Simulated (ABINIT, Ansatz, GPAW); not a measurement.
## Au: programs and potentials compared

```
Au
1.0
     2.90000    0.00000    0.00000
    -1.45000    2.51147    0.00000
     0.00000    0.00000    4.88000
Au
2
Direct
  0.66667 0.33333 0.25000
  0.33333 0.66667 0.75000
```

This isn't the form of Au at room conditions, which is fcc.

Alike in all runs: task single point; functional PBEsol; k mesh 11 × 11 × 6; occupations fermi-dirac, width 0.05 eV; no spin polarisation; no spin-orbit coupling. Pressure is positive in compression and, in plane waves, holds the error of the finite cutoff, which Ansatz's Pulay term estimates and takes out.

| program and potentials | plane-wave cutoff (eV) | notes | pressure (GPa) |
| --- | --- | --- | --- |
| Ansatz, Ansatz PAW | 420 | potentials made for PBE, which Ansatz adapts in part; 19 valence electrons an atom on average; Pulay term of +0.04 GPa included | -6.44 |
| GPAW, PAW data sets generated for this functional | 600 | 11 valence electrons an atom on average | -4.13 |
| ABINIT, PseudoDojo NC SR PBEsol v0.4.1 standard | 1034 | 19 valence electrons an atom on average | ? |
| Ansatz, all-electron LAPW, scalar-relativistic | - | - | -6.46 |

Q: Estimate from the other rows what the run with ABINIT, PseudoDojo NC SR PBEsol v0.4.1 standard gave.

A: Pressure -6.81 GPa. The other rows, which needn't bracket it: pressure -6.46 to -4.13.
